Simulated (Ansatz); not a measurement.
The system is ZrB2.

```
Zr B
1.0
     3.17000    0.00000    0.00000
    -1.58500    2.74530    0.00000
     0.00000    0.00000    3.53300
Zr B
1 2
Direct
  0.00000 0.00000 0.00000
  0.66667 0.33333 0.50000
  0.33333 0.66667 0.50000
```

```yaml
Program: Ansatz 0.2.0
Task: single point
Functional: PBEsol
Potentials_or_basis: Ansatz PAW
Cutoff: "420 eV (not typed: the program's choice for these potentials)"
k_mesh: 10 × 10 × 8
Occupations: fermi-dirac, width 0.05 eV
Spin: no spin polarisation
```

On this cell: pressure -4.1 GPa; largest force under 0.003 eV/Å; band gap on the k mesh none (metal or under the smearing width).

The same run follows on a disturbed copy (atoms moved at random, drawn with an rms of 0.05 Å):

```
Zr B
1.0
     3.17000    0.00000    0.00000
    -1.58500    2.74530    0.00000
     0.00000    0.00000    3.53300
Zr B
1 2
Direct
  0.00055 0.02110 0.99126
  0.65467 0.33004 0.49578
  0.34214 0.66506 0.51411
```

Question: What changes?

Answer: The energy (extrapolated to zero smearing) moves by +28.2 meV/atom; pressure -3.1 GPa; largest force 1.241 eV/Å; band gap on the k mesh none (metal or under the smearing width).

Forces in eV/Å, atoms in the order of the input:
```
Zr   0.374 -0.832  0.674
B    0.535  0.395  0.049
B   -0.909  0.437 -0.723
```

Stress tensor (GPa, compression positive):
```
-2.85  0.46  0.44
 0.46 -3.09 -0.71
 0.44 -0.71 -3.25
```

Caveats: the PAW data sets come from PBE, with cores solved anew for the run's functional, which leaves a small shift of forces and pressure.
